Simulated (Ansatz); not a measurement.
Crystal: Re.

```
CELL_PARAMETERS angstrom
2.76080 0.00000 0.00000
-1.38040 2.39092 0.00000
0.00000 0.00000 4.45820
ATOMIC_POSITIONS crystal
Re 0.66667 0.33333 0.75000
Re 0.33333 0.66667 0.25000
```

```yaml
Program: Ansatz 0.2.0
Task: relaxation of cell and atoms
Functional: revPBE
Dispersion: D3(BJ)
Potentials_or_basis: all-electron LAPW, scalar-relativistic
Basis_error_allowed: 0.001 eV/atom
k_mesh: 11 × 11 × 6
Occupations: fermi-dirac, width 0.05 eV
Spin: no spin polarisation
```

At the start: volume 14.71 Å³/atom.

Problem. How do energy, volume and symmetry change on relaxing?

Solution. Over 4 steps the energy falls by 2.4 meV/atom and the volume is 14.54 Å³/atom (-1.2 %); space group P6_3/mmc (No. 194, to 0.05 Å).

The path:
| step | energy change (eV) | largest force (eV/Å) | volume (Å³) |
| --- | --- | --- | --- |
| 1 | 0.0000 | 0.0000 | 29.43 |
| 2 | -0.0047 | 0.0000 | 29.10 |
| 3 | -0.0047 | 0.0000 | 29.09 |
| 4 | -0.0047 | 0.0000 | 29.09 |

Final structure:
```
Re
1.0
     2.74907    0.00000    0.00000
    -1.37454    2.38076    0.00000
     0.00000    0.00000    4.44422
Re
2
Direct
  0.66667 0.33333 0.75000
  0.33333 0.66667 0.25000
```
